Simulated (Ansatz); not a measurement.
# Gd in Ansatz: the effect of target pressure

Gd:

```
Gd
1.0
    -2.02500    2.02500    2.02500
     2.02500   -2.02500    2.02500
     2.02500    2.02500   -2.02500
Gd
1
Direct
  0.00000 0.00000 0.00000
```

This isn't the form of Gd at room conditions, which is hcp.

Alike in all runs:

- Program: Ansatz 0.2.0
- Task: relaxation of cell and atoms
- Functional: r2SCAN
- Potentials or basis: Ansatz PAW
- Cutoff: 500 eV (not typed: the program's choice for these potentials)
- k mesh: 9 × 9 × 9
- Occupations: fermi-dirac, width 0.05 eV
- Spin: collinear spin, ferromagnetic start
- Starting moments: [7.0] μB

Each run relaxes the cell or the atoms first.

| target pressure | relaxed volume (Å³/atom) | moment (μB) |
| --- | --- | --- |
| 0 GPa | 33.59 | 8.01 |
| 2 GPa | ? | ? |
| 5 GPa | 29.64 | 7.97 |
| 10 GPa | 27.03 | 7.93 |
| 20 GPa | 23.60 | 7.86 |
| 30 GPa | 21.20 | 7.80 |

Problem. What does the run with target pressure 2 GPa give?

Solution. Relaxed volume 31.76 Å³/atom; moment 7.98 μB.

Worked out: In Murnaghan's law V^(-B') rises as a straight line in P. The other rows fit best with B' = 2.5, V0 = 33.56 Å³/atom and B0 = 35 GPa, which gives 31.82 Å³/atom at 2 GPa, against the run's 31.76. A straight line through the other rows of the moment, of slope -0.007 μB per GPa, gives 7.99 μB, against the run's 7.98.

Caveats: the magnetic or orbital state may not be the lowest; the plane-wave basis is chosen anew once the cell has moved, so the energies of steps on either side of that aren't comparable; the PAW data sets come from PBE, with cores solved anew for the run's functional, which leaves a small shift of forces and pressure; the volume moved by over 15 % at a fixed basis, so the end points are rough (some runs).

Runs at the PBE level aren't shown here.
